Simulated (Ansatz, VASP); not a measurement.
## Zr: VASP and Ansatz over several settings

```
Zr
1.0
     3.23200    0.00000    0.00000
    -1.61600    2.79899    0.00000
     0.00000    0.00000    5.14700
Zr
2
Cartesian
  1.6160 0.9330 3.8603
  0.0000 1.8660 1.2868
```

Single points on this cell with VASP 6.6.1 and Ansatz 0.2.0. Each row is one pair of runs. Alike in all rows: spin: off; k mesh: 9 × 9 × 5.

```csv
level,smearing,"VASP's potentials, cutoff","Ansatz's potentials, cutoff","gap on the k mesh at the Fermi level (eV), VASP","gap on the k mesh at the Fermi level (eV), Ansatz","pressure (GPa), VASP","pressure (GPa), Ansatz","largest component of the traceless stress (GPa), VASP","largest component of the traceless stress (GPa), Ansatz"
PBE,"fermi-dirac, width 0.05 eV","VASP PAW PBE potentials, release 64 (Zr_sv), 520 eV","Ansatz PAW earlier set, 420 eV",none,none,0.5,0.5,0.59,0.59
PBE,"fermi-dirac, width 0.05 eV","VASP PAW PBE potentials, release 64 (Zr_sv), 520 eV","PseudoDojo stringent (PBE files), 898 eV",none,?,0.5,?,0.59,?
PBE,"fermi-dirac, width 0.05 eV","VASP PAW PBE potentials, release 64 (Zr_sv), 520 eV","Ansatz PAW, 420 eV",none,none,0.5,0.5,0.59,0.59
PBE,"fermi-dirac, width 0.05 eV","VASP PAW PBE potentials, release 64 (Zr_sv), 520 eV","JTH PAW, 990 eV",none,none,0.5,0.5,0.59,0.58
PBE,"fermi-dirac, width 0.05 eV","VASP PAW PBE potentials, release 64 (Zr_sv), 520 eV","SPMS NC, 463 eV",none,none,0.5,0.7,0.59,0.61
PBE,"fermi-dirac, width 0.05 eV","VASP PAW PBE potentials, release 64 (Zr_sv), 520 eV","PseudoDojo standard (PBE files), 898 eV",none,none,0.5,0.6,0.59,0.59
PBE,"fermi-dirac, width 0.05 eV","VASP PAW PBE potentials, release 64 (Zr_sv), 520 eV","Ansatz NC, 898 eV",none,none,0.5,0.5,0.59,0.59
RPBE,"gaussian, width 0.1 eV","VASP PAW PBE potentials, release 64 (Zr_sv_GW), 550 eV","Ansatz PAW, 420 eV",none,none,2.1,2.7,0.61,0.62
```

Q: Fill in what Ansatz gave in row 2.

A: gap on the k mesh at the Fermi level (eV): none; pressure (GPa): 0.6; largest component of the traceless stress (GPa): 0.59.

A gap of «none» marks a metal or a gap that the smearing closes.

Caveats: the PAW data sets were made with another functional, which shifts forces and pressure a little (VASP); the PAW data sets come from PBE, with cores solved anew for the run's functional, which leaves a small shift of forces and pressure (Ansatz).
